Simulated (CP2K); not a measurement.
Runs of CP2K 2026.2 on CoO. Symmetry: R3m, No. 160, trigonal system. The conventional cell has a = 3.204 Å, b = 3.204 Å, c = 7.699 Å, α = 90.00°, β = 90.00°, γ = 120.00°. Co (site symmetry 3m) is surrounded by 4 O at 1.91 to 1.96 Å. O (site symmetry 3m) is surrounded by 4 Co at 1.91 to 1.96 Å. Measurements of this composition are mostly on another form, of space group No. 225.

```csv
task,level,potentials or basis,smearing,EPS_DEFAULT,MIXING METHOD,MIXING ALPHA,NBUFFER,NGRIDS,gap on the mesh (eV),pressure (GPa),moment (μB),largest force (eV/Å)
band structure,SCAN,"POTENTIAL_UZH Co GTH-SCAN-q17, O GTH-SCAN-q6; TZVP-MOLOPT-SCAN-GTH basis",fermi-dirac 0.01 eV,1.0E-10,PULAY_MIXING,0.4,6,4,0.33,-,3.00,-
single point,LDA,"GTH_POTENTIALS Co GTH-PADE-q17, O GTH-PADE-q6; TZVP-MOLOPT-PBE-GTH basis",gaussian 0.1 eV,1.0E-10,BROYDEN_MIXING,0.2,10,4,none,-13.1,(a),0.24
band structure,TASK,"POTENTIAL_UZH Co GTH-SCAN-q17, O GTH-SCAN-q6; TZVP-MOLOPT-SCAN-GTH basis",fermi-dirac 0.01 eV,1.0E-9,PULAY_MIXING,0.4,6,4,(b),10.3,3.00,0.34
band structure,LDA,"GTH_POTENTIALS Co GTH-PADE-q17, O GTH-PADE-q6; TZVP-MOLOPT-PBE-GTH basis",fermi-dirac 0.05 eV,1.0E-9,PULAY_MIXING,0.4,6,4,none,-13.1,2.94,0.24
band structure,LDA,"GTH_POTENTIALS Co GTH-PADE-q17, O GTH-PADE-q6; TZVP-MOLOPT-PBE-GTH basis",fermi-dirac 0.05 eV,1.0E-10,PULAY_MIXING,0.4,6,5,none,-13.1,2.94,0.24
```

Alike in all rows: spin collinear, ferromagnetic start; cell as given; k mesh 10 × 10 × 10.

**Question.** Estimate the missing entries.

**Answer.** (a) 2.95; (b) 0.06.

Caveats: the basis of atomic orbitals isn't converged, which shifts pressures, moduli and gaps; a cell with one magnetic atom can't hold antiferromagnetic order, which such compounds often take; semilocal functionals often make such compounds metallic where correlation or magnetic order opens a gap, which also shifts bond lengths (some runs); the forces don't sum to zero, a sign of grid noise (some runs); the potentials were made for another functional, which shifts forces and pressure (some runs).

A k mesh can miss the band edges.

A gap of «none» marks a metal or a gap under the smearing width.

Not every run made on this cell is shown here.
